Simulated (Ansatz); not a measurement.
**Fe: strain and displacement**

```
CELL_PARAMETERS angstrom
-1.43900 1.43900 1.43900
1.43900 -1.43900 1.43900
1.43900 1.43900 -1.43900
ATOMIC_POSITIONS crystal
Fe 0.00000 0.00000 0.00000
```

The conventional cell has a = 2.878 Å, b = 2.878 Å, c = 2.878 Å, α = 90.00°, β = 90.00°, γ = 90.00°. Fe (atom 1) has 8 Fe at 2.49 Å as nearest neighbours.

The cell comes from COD entry 9013474, which wasn't checked; take it as a given geometry. It was measured hot, at 722 K.

Computed with Ansatz 0.2.0, DFT, PBE, PAW with Ansatz's default frozen-core files, scalar-relativistic.

Sampling and basis: a Γ-centred 20×20×20 k mesh, Fermi–Dirac smearing of 0.05 eV, cutoff 420 eV, spin-polarised from start moments Fe 3 μB.

The unchanged cell is at -8.29 GPa.

In a metal, stresses and small energies carry noise from the k mesh.

x, y and z are the Cartesian axes of the cell as listed; fractional coordinates follow a strain, and an engineering shear is twice the off-diagonal strain component.

(1) With this change (z strained by -3 % at fixed volume), what becomes of the energy and stress and moment?

(2) With this change (equal xy, yz and zx engineering shear strains of +1 %), what becomes of the energy and stress and moment?

Answers

(1) Energy change +6.3 meV/atom; stress change (xx, yy, zz, yz, xz, xy) -1.45, -1.45, 4.04, 0.00, 0.00, 0.00 GPa, compression positive; moment 2.25 → 2.26 μB.

(2) Energy change +0.8 meV/atom; stress change (xx, yy, zz, yz, xz, xy) 0.11, 0.11, 0.11, -0.70, -0.70, -0.70 GPa, compression positive; moment 2.25 → 2.25 μB.
